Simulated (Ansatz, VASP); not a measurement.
## HgTe: VASP beside Ansatz

```
CELL_PARAMETERS angstrom
-3.04560 3.04560 1.55941
3.04560 -3.04560 1.55941
3.04560 3.04560 -1.55941
ATOMIC_POSITIONS crystal
Hg 0.75000 0.25000 0.50000
Te 0.00000 0.00000 0.00000
```

Alike in both runs: functional PBEsol; k mesh 10 × 10 × 10; occupations fermi-dirac, width 0.05 eV; no spin polarisation.

```csv
,VASP,Ansatz
version,VASP 6.6.1,Ansatz 0.2.0
potentials or method,"VASP PAW PBE potentials, release 64 (Hg, Te), cutoff 520 eV","all-electron LAPW, scalar-relativistic"
task,single point,band structure
```

Ansatz gave:

```
gap on the k mesh at the Fermi level (eV)       : none
pressure (GPa)                                  : -3.3
largest component of the traceless stress (GPa) : 2.84
```

Problem. What did VASP give for the same quantities?

Solution. gap on the k mesh at the Fermi level (eV): none; pressure (GPa): -3.2; largest component of the traceless stress (GPa): 2.85.

A gap of «none» marks a metal or a gap that the smearing closes. Ansatz ran all-electron here, so the differences hold the error of VASP's frozen core and of both bases.

Caveats: the PAW data sets were made with another functional, which shifts forces and pressure a little (VASP); spin-orbit coupling is left out, which moves the levels of the heavy elements (Ansatz). The runs have no spin-orbit coupling, so splittings on Hg, Te are missing.
